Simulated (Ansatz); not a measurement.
## Be2C (Fm-3m): gap, valleys and masses

```
Be C
1.0
     0.00000    2.13415    2.13415
     2.13415    0.00000    2.13415
     2.13415    2.13415    0.00000
Be C
2 1
Direct
  0.25000 0.25000 0.25000
  0.75000 0.75000 0.75000
  0.00000 0.00000 0.00000
```

Conventional cell: a = 4.268 Å, b = 4.268 Å, c = 4.268 Å, α = 90.00°, β = 90.00°, γ = 90.00°. Around Be (atom 1) lie 4 C at 1.85 Å. C (atom 3) has 8 Be at 1.85 Å as nearest neighbours.

Computed, not measured; unless marked otherwise by LDA, all-electron LAPW in Ansatz 0.2.0, scalar-relativistic. k mesh 10×10×10, fixed occupations, basis error target 1 meV/atom. The cell was relaxed by PAW under this functional, which moved its volume by -4 % from the database entry's.

Extrema are searched on a 14×14×14 mesh and refined by Newton steps; masses come from band slopes 0.005 Å⁻¹ away, 1/m* = (1/ħ²) d²E/dk², negative for holes (the finite step makes the lightest masses up to about 3 % heavy). k is in units of the reciprocal vectors.

**Question.** Where are the band edges, and is the gap direct?

**Answer.** The valence maximum lies at Gamma (0.000, 0.000, 0.000) and the conduction minimum at X (0.000, -0.500, -0.500), so the Kohn-Sham gap of 1.204 eV is indirect; the least direct gap on the mesh is 4.102 eV.

**Question.** What are the electron masses at the edge?

**Answer.** The principal masses are 0.234, 0.234, 0.709 mₑ. One valley has a density-of-states mass (m₁m₂m₃)^(1/3) = 0.339; 3 valleys give N^(2/3) times that, 0.705; the direction-averaged conductivity mass 3/Σ(1/mᵢ) is 0.302 mₑ.

**Question.** Several bands lie at or near the hole edge, or its surface isn't an ellipsoid. What are the masses by direction?

**Answer.** 

```tsv
direction	branch from the edge	its level at the point (eV from the edge)	m*/mₑ
100	1	0.000	-0.446
100	2	0.000	-0.251
100	3	0.000	-0.251
110	1	0.000	-3.49
110	2	0.000	-0.251
110	3	0.000	-0.169
111	1	0.000	-0.659
111	2	0.000	-0.659
111	3	0.000	-0.14
11-2	1	0.000	-1.09
11-2	2	0.000	-0.364
11-2	3	0.000	-0.153
```

**Question.** Along the Cartesian direction 001 the conduction slope is 0.1625 eV·Å one step out. What is it four steps out, and what does that say?

**Answer.** 0.6493 eV·Å, 3.994 times the first; a parabola would give 4, so the band is nearly parabolic here.

**Question.** What electronic dielectric constant and refractive index follow from the same bands (independent particles)?

**Answer.** ε∞ = (7.17, 7.17, 7.17), so n ≈ √ε∞ = 2.68 (mean over directions) well under the gap and the normal reflectivity is ((n − 1)/(n + 1))² = 0.208. With the conductivity mass, a hydrogenic donor screened by ε∞ alone would bind by 13.6 eV × m*/ε∞² = 80 meV; static screening by the ions makes it shallower. Local fields, left out here, lower ε∞ by several per cent.

**Question.** What gap does PAW give in the same cell?

**Answer.** 1.204 eV, 0 meV from the LAPW value.

**Question.** Cells strained by ±0.5 % (all lengths, zz alone, equal engineering shears γ in yz, zx, xy; ions relaxed) give deformation potentials. How do the edge levels move, in eV per unit strain against the centre of the top valence set?

**Answer.** 

```
point                  k        side  bands  level (eV)  d/dlnV  d/dε_zz   d/dγ  split/ε_zz  split/γ
Gamma     0.00 0.00 0.00     valence      3       0.000    0.00     0.00  0.00*        8.76     6.04
    X   0.00 -0.50 -0.50     valence      2      -4.921    4.28     0.82  0.00*        5.25    16.31
    X   0.00 -0.50 -0.50  conduction      1       1.204   -0.50    -5.27  0.00*           –        –
    X   -0.50 -0.50 0.00     valence      2      -4.921    4.28    11.19  0.00*        0.00    16.31
    X   -0.50 -0.50 0.00  conduction      1       1.204   -0.50     9.03  0.00*           –        –
    L    -0.50 0.00 0.00     valence      2      -1.910    1.67     1.67  -3.26       12.77     1.55
    L    -0.50 0.00 0.00  conduction      2       5.009   -1.87    -1.87  -4.25       12.34    16.63
    L  -0.50 -0.50 -0.50     valence      2      -1.910    1.67     1.67   9.80       12.77     0.00
    L  -0.50 -0.50 -0.50  conduction      2       5.009   -1.87    -1.87  12.76       12.34     0.00
```

For the triplet at Γ the single level moves against the pair by 3bε_zz and by 3√3 d (γ/2), so b = -2.92 eV and d = -2.32 eV.

Sets with another level within 0.15 eV are left out, since it mixes in under strain; the reference set stays in any case. Entries marked * vanish by symmetry to first order; what they show is the residue of the finite step. These cells use a basis error target of 0.5 meV/atom.

Keep in mind: semilocal gaps are low, and what follows the gap (onsets, screening, light masses) shifts with it; without spin-orbit coupling, bands that meet at the valence top are not the light and heavy holes of experiment; the frozen-core PAW files of the compared runs were fitted under PBE, their cores solved anew for this functional.
